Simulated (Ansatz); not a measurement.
## Mg$_{3}$Sb$_{2}$: the gap against volume

Mg$_{3}$Sb$_{2}$, P-3m1, a = 4.594 Å, c = 7.274 Å. The structure is a COD entry; whether it is the stable form wasn't checked. Ansatz: PBE, PAW, 420 eV, Γ-centred 12×12×6 mesh on 5 atoms, Gaussian smearing 0.01 eV; no spin polarisation. Shape and atoms are relaxed at each volume; x = ln(V/V0) with V0 = 26.589 Å³/atom. The gap is read at the mesh points alone.

| x | gap y (eV) |
| --- | --- |
| -0.0619 | 0.141 |
| -0.0305 | 0.124 |
| 0.0000 | 0.107 |
| 0.0296 | ? |
| 0.0583 | 0.063 |

Q: Fit a straight line to the other rows, give the volume deformation potential of the gap and its pressure coefficient, and predict the missing gap. B0 = 41.7 GPa.

A: Means x = -0.008525, y = 0.10875; Σ(Δx)² = 0.007870, ΣΔxΔy = -0.005129; the slope is their ratio. y = 0.1032 − 0.6517 x. The slope is the deformation potential a = dE_g/d ln V = -0.65 eV, and dE_g/dP = −a/B0 = 15.6 meV/GPa. At x = 0.0296 the fit asked for gives 0.084 eV. The run gave 0.083 eV, so the fit is 0.001 eV too high, within the rms miss on the fitted rows (0.003 eV).

Spin-orbit coupling is left out, which matters for the bands of heavy elements. Semilocal functionals give gaps under the measured ones; changes of the gap mostly carry over better.